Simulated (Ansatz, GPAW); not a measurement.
Given: the input of a run of Ansatz 0.2.0 on KF (Carobbiite). Atoms were shifted at random by some hundredths of an Å from the given cell, which wasn't relaxed again for these runs. 

The input input.yaml:

```yaml
crystal:
  lattice:
    - [0.0, 2.67185, 2.67185]
    - [2.67185, 0.0, 2.67185]
    - [2.67185, 2.67185, 0.0]
  atoms:
    - { symbol: K, position: [0.005816, -0.013838, 0.004548] }
    - { symbol: F, position: [0.500554, 0.486736, 0.517219] }
hamiltonian:
  xc: pbesol
  pseudopotentials: { kind: paw }
kpoints:
  mp_grid: { grid: [9, 9, 9] }
scf:
  occupations: { method: fermi_dirac, width: 0.05 }
output:
  forces: true
  stress: true
  eigenvalues: true
```

Potentials or basis: Ansatz PAW.

Launch:

```bash
$ ansatz run input.yaml --threads 1 --pin off --max-ram 3584MiB --backend cpu --events-out ev --progress --plain --runs-dir out
```

Question: Translate it to GPAW 26.7.0 (ASE script). Potentials or basis there: PAW data sets generated for this functional, cutoff 800 eV.

Answer: As run (cutoffs and basis follow the program's own potentials, and thresholds, step limits or extra output files can differ):

Contents of run.py:

```python
from ase import Atoms
from ase.dft.bandgap import bandgap
from ase.io import write
from ase.units import GPa
from gpaw import GPAW, PW, setup_paths

setup_paths.insert(0, '.')

atoms = Atoms(['K', 'F'],
              cell=[[0.0, 2.67185, 2.67185],
                    [2.67185, 0.0, 2.67185],
                    [2.67185, 2.67185, 0.0]],
              scaled_positions=[[0.005816, -0.013838, 0.004548],
                                [0.500554, 0.486736, 0.517219]],
              pbc=True)

calc = GPAW(mode=PW(800),
            xc='PBEsol',
            kpts={'size': (9, 9, 9), 'gamma': True},
            occupations={'name': 'fermi-dirac', 'width': 0.05},
            nbands=16,
            convergence={'density': 1e-05, 'energy': 1e-05},
            maxiter=150,
            txt='gpaw.txt')
atoms.calc = calc
energy = atoms.get_potential_energy()
forces = atoms.get_forces()
stress = atoms.get_stress()
calc.write('gs.gpw')
write('result.traj', atoms)
print(f'Energy: {energy:.6f} eV')
print('Forces (eV/A):')
print(forces.round(4))
print('Stress (GPa):', (stress / GPa).round(3))
print('Fermi level:', round(calc.get_fermi_level(), 4), 'eV')
print(f'Gap: {bandgap(calc)[0]:.4f} eV, direct: {bandgap(calc, direct=True)[0]:.4f} eV')
```

Potentials or basis: PAW data sets generated in the run's folder for this functional, pw.

Command:

```bash
$ gpaw-setup -f PBEsol F K
$ OMP_NUM_THREADS=1 python run.py
```

Both were run:

|  | Ansatz | GPAW |
| --- | --- | --- |
| Pressure | -0.6 GPa | -1.5 GPa |
| Largest force | 0.058 eV/Å | 0.058 eV/Å |
| Energy over the undisturbed cell | 0.6 meV/atom | 0.6 meV/atom |

Ansatz's pressure holds a Pulay term of +0.34 GPa for its cutoff of 420 eV, which the other run lacks.

Ansatz's potentials were made for PBE.

Where Ansatz's input types no cutoff or centring, it takes its own default and a Γ-centred mesh.

Pressure is positive in compression.
